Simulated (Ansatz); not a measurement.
A run of Ansatz 0.2.0 is set up as follows.

input.yaml

```yaml
crystal:
  lattice:
    - [0.0, 2.82891, 2.82891]
    - [2.82891, 0.0, 2.82891]
    - [2.82891, 2.82891, 0.0]
  atoms:
    - { symbol: Ge, position: [0.75, 0.75, 0.75] }
    - { symbol: Ge, position: [0.5, 0.5, 0.5] }
hamiltonian:
  xc: pbe
  pseudopotentials: { kind: paw }
kpoints:
  mp_grid: { grid: [8, 8, 8] }
scf:
  occupations: { method: gaussian, width: 0.024 }
output:
  forces: true
  stress: true
  eigenvalues: true
  write_density: true
  write_potential: true
  elf: true
  volumetric_format: npy
```

Potentials or basis: Ansatz PAW.

Launch:

```sh
$ ansatz run input.yaml --threads 2 --pin off --max-ram 5632MiB --backend cpu --events-out ev --progress --plain --runs-dir out
```

Problem. Predict the pressure.

Solution. 3.6 GPa.

Problem. Predict the band gap on the k mesh.

Solution. 0.03 eV, direct.

**What was measured.**

“Temperature-dependent photoluminescence in Ge: experiment and theory”, 2020, arxiv:2003.00143 reports, for a bulk crystal of Ge at 0 K: band gap 0.744 eV (indirect).

Measured gap of Ge: 0.744 eV (indirect; 0 K; “Temperature-dependent photoluminescence in Ge: experiment and theory”, 2020, arxiv:2003.00143). This calculation gives 0.03 eV (-0.71 eV). 3 values of this kind are on record (0.666 to 0.807 eV); this one was drawn at random among those near their median. Spin-orbit coupling on Ge is left out. The value is that of PBE on a finite k mesh, which can miss the band edges, without temperature or zero-point motion. Semilocal functionals fall short of measured gaps as a rule.
